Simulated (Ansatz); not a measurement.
Method: DFT PBE, scalar-relativistic, plane waves, PAW in Ansatz 0.2.0. Settings: cutoff 420 eV, Γ-centred meshes spaced at most about 0.3 Å⁻¹, and about 0.25 Å⁻¹ or finer for metals (2π included), Gaussian smearing. No spin polarisation.

All energies are static (0 K, no zero-point motion).

Two relaxed structures of CoSbH4:

1.

Space group Cmmm (No. 65). a = 5.247 Å, b = 5.368 Å, c = 5.174 Å, α = 90.00°, β = 90.00°, γ = 90.00°
```json
{"atom": "Co", "site": "2c", "symmetry": "mmm", "x": "0.5000", "y": "0.0000", "z": "0.5000"}
{"atom": "Sb", "site": "2d", "symmetry": "mmm", "x": "0.0000", "y": "0.0000", "z": "0.5000"}
{"atom": "H", "site": "8o", "symmetry": ".m.", "x": "0.5841", "y": "0.0000", "z": "0.7953"}
```

2.

Space group Cmmm (No. 65). a = 4.967 Å, b = 4.981 Å, c = 8.849 Å, α = 90.00°, β = 90.00°, γ = 90.00°
| atom | site | symmetry | x | y | z |
| --- | --- | --- | --- | --- | --- |
| Co | 2a | mmm | 0.0000 | 0.0000 | 0.0000 |
| Sb | 2b | mmm | 0.5000 | 0.0000 | 0.0000 |
| H | 8q | ..m | 0.2500 | 0.0749 | 0.5000 |

Task: Which is lower in energy, and by how much?

Result: Cell 1 is lower, by 22 meV/atom. Cell 1 has space group Cmmm (No. 65), 12.1 Å³/atom and no gap on its mesh; cell 2 has space group Cmmm (No. 65), 18.2 Å³/atom and no gap. Counting H or Sb atoms around Co (for each partner element, those within 1.25 times its shortest distance or 1.15 times the sum of covalent radii, where it is the nearest in units of that sum or under 1.3), cell 1 has Co 8 and cell 2 has Co 4. Cell 1 holds H–H pairs (shortest 0.88 Å); cell 2 holds H–H pairs as short as in free H₂ molecules (shortest 0.75 Å). Even the lower one lies +0.30 eV/atom against the reference forms of the elements (uncorrected), so neither is stable at this level. In cell 1, Co is surrounded by 4 H at 1.59 Å and 4 Sb at 2.62–2.68 Å; Sb is surrounded by 4 Co at 2.62–2.68 Å and 4 H at 2.66 Å; H is surrounded by 1 H at 0.88 Å, 1 Co at 1.59 Å, 1 H at 2.12 Å, 1 H at 2.29 Å and 1 Sb at 2.66 Å. In cell 2, Co has 4 Sb at 2.48–2.49 Å; Sb is surrounded by 4 Co at 2.48–2.49 Å; around H lies 1 H at 0.75 Å. Both come from invented guesses. The lowest form computed is the arrangement of cell 1 with opposed moments near 0.4 μB (Cmmm), 14 meV/atom below it.

The k mesh leaves some 4 meV/atom of noise in the energy of each metallic cell. Weakly bound directions are ill-defined at this level, which has no dispersion term (Cmmm at 12.1 Å³/atom, Cmmm at 18.2 Å³/atom), and this can change margins and order among such cells. Spin–orbit coupling, which can matter for Sb, is left out. With hydrogen, zero-point motion can shift such differences by 10 meV/atom or more. A magnetic state wasn't ruled out in cells without spin, among them Cmmm at 18.2 Å³/atom. Cells relaxed within their symmetry can be saddle points. Some structure types and database cells were kept out of the candidates from the start, so a known form may be missing.
